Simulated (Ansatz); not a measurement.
## Au: one input, then a changed one

The cell is COD entry 1545302, as deposited and not checked against the literature; nothing was relaxed.

First run: DFT, PBE, all-electron LAPW, scalar-relativistic (Ansatz 0.2.0).

Command: `ansatz run input.yaml --threads 1 --pin off --max-ram 2048MiB --backend cpu --events-out ev --progress --plain --runs-dir out` The run took 92 s on 1 thread of Arm Neoverse V1, with other jobs on the host, peak memory 0.71 GiB.

```yaml
crystal:
  lattice:
    - [2.8999984104, 0.0, 0.0]
    - [-1.4499992052, 2.5114722944, 0.0]
    - [0.0, 0.0, 4.88]
  atoms:
    - { symbol: Au, position: [0.3333333333, 0.6666666667, 0.75] }
    - { symbol: Au, position: [0.6666666667, 0.3333333333, 0.25] }
kpoints:
  mp_grid: { grid: [14, 14, 8] }
scf:
  occupations: { method: fermi_dirac, width: 0.03 }
hamiltonian:
  xc: pbe
  pseudopotentials:
    kind: all_electron
    lapw: { basis_error: 0.0005, muffin_tin_radii: { Au: 1.218 } }
output:
  forces: true
  stress: true
  eigenvalues: true
```

Result: converged; pressure 1.98 GPa; no gap on the k mesh; 7 SCF iterations.

Spin–orbit coupling is left out, though it moves levels of the heavy atoms by tenths of an eV or more.

A second input differs as follows:

```diff
@@ -11,4 +11,5 @@
 scf:
   occupations: { method: fermi_dirac, width: 0.03 }
+  max_iter: 60
 hamiltonian:
   xc: pbe
@@ -20,3 +21,4 @@
   stress: true
   eigenvalues: true
+total_charge: 10
```

Task: What is wrong with it, and what does the program do?

Result: The fault is a charge that the system can't hold (a charged periodic cell is solved on a neutralising background, which makes energy and pressure unphysical). The run converged; pressure -70.1 GPa; no gap on the k mesh; 11 SCF iterations. Such numbers aren't properties of the crystal. The log ends:
```
  atom   2  Au    -0.00000000     0.00000000     0.00000000
  max |Σ_I F_I| component: 1.73e-18 eV/Å
--- Stress (GPa, compression-positive) ---
      -65.029199       0.000000       0.000000
        0.000000     -65.029199       0.000000
        0.000000       0.000000     -80.143393
  P = ⅓ Tr σ = -70.0673 GPa (-700.673 kbar)
--- Band table (eV; the first three rows and the last of 120) ---
  k-point 0: bands = ["-528.8837", "-528.8837", "-528.8837", "-528.8837", "-528.8832", "-528.8832", "-308.7555", "-308.7555", "-308.7555", "-308.7555", "-308.7502", "-308.7502", "-308.7502", "-308.7502", "-308.7453", "-308.7453", "-89.9641", "-89.9592", "-64.3632", "-64.3632", "-64.3631", "-64.3631", "-64.3583", "-64.3583", "-64.3581", "-64.3581", "-64.3560", "-64.3560", "-64.3557", "-64.3556", "-64.3551", "-64.3549", "-40.4807", "-40.3924", "-40.3924", "-40.3879", "-40.3783", "-40.3783", "14.9207", "15.3877", "15.5841", "15.5841", "15.6891", "15.6891", "16.1201", "16.1201", "16.8567", "16.8567", "18.0516", "25.9491", "27.7489", "43.8852", "44.0595"]
  k-point 1: bands = ["-528.8837", "-528.8837", "-528.8837", "-528.8837", "-528.8832", "-528.8832", "-308.7555", "-308.7555", "-308.7555", "-308.7555", "-308.7502", "-308.7502", "-308.7502", "-308.7502", "-308.7453", "-308.7453", "-89.9639", "-89.9594", "-64.3632", "-64.3632", "-64.3631", "-64.3631", "-64.3583", "-64.3583", "-64.3581", "-64.3581", "-64.3560", "-64.3560", "-64.3557", "-64.3556", "-64.3551", "-64.3549", "-40.4772", "-40.3919", "-40.3919", "-40.3914", "-40.3789", "-40.3789", "14.9418", "15.3784", "15.5693", "15.5693", "15.6750", "15.6750", "16.1673", "16.1673", "16.8393", "16.8393", "18.1812", "24.6518", "29.2615", "43.3602", "44.0653"]
  k-point 2: bands = ["-528.8837", "-528.8837", "-528.8837", "-528.8837", "-528.8832", "-528.8832", "-308.7555", "-308.7555", "-308.7555", "-308.7555", "-308.7502", "-308.7502", "-308.7502", "-308.7502", "-308.7453", "-308.7453", "-89.9634", "-89.9599", "-64.3632", "-64.3632", "-64.3632", "-64.3632", "-64.3583", "-64.3583", "-64.3581", "-64.3581", "-64.3560", "-64.3560", "-64.3557", "-64.3556", "-64.3551", "-64.3550", "-40.4672", "-40.4015", "-40.3904", "-40.3904", "-40.3804", "-40.3804", "15.0017", "15.3445", "15.5447", "15.5447", "15.6380", "15.6380", "16.2840", "16.2840", "16.7863", "16.7863", "18.5788", "22.9610", "31.5938", "41.8764", "43.7611"]
  k-point 119: bands = ["-528.8837", "-528.8837", "-528.8837", "-528.8837", "-528.8832", "-528.8832", "-308.7555", "-308.7555", "-308.7555", "-308.7555", "-308.7502", "-308.7502", "-308.7502", "-308.7502", "-308.7453", "-308.7453", "-89.9565", "-89.9565", "-64.3631", "-64.3631", "-64.3631", "-64.3631", "-64.3584", "-64.3584", "-64.3584", "-64.3584", "-64.3562", "-64.3562", "-64.3557", "-64.3557", "-64.3549", "-64.3549", "-40.4680", "-40.4680", "-40.4471", "-40.4471", "-40.4090", "-40.4090", "15.2732", "15.2732", "15.7846", "15.7846", "15.9766", "15.9766", "16.2734", "16.2734", "16.8537", "16.8537", "28.4771", "28.4771", "30.8032", "30.8032", "33.4541"]
```
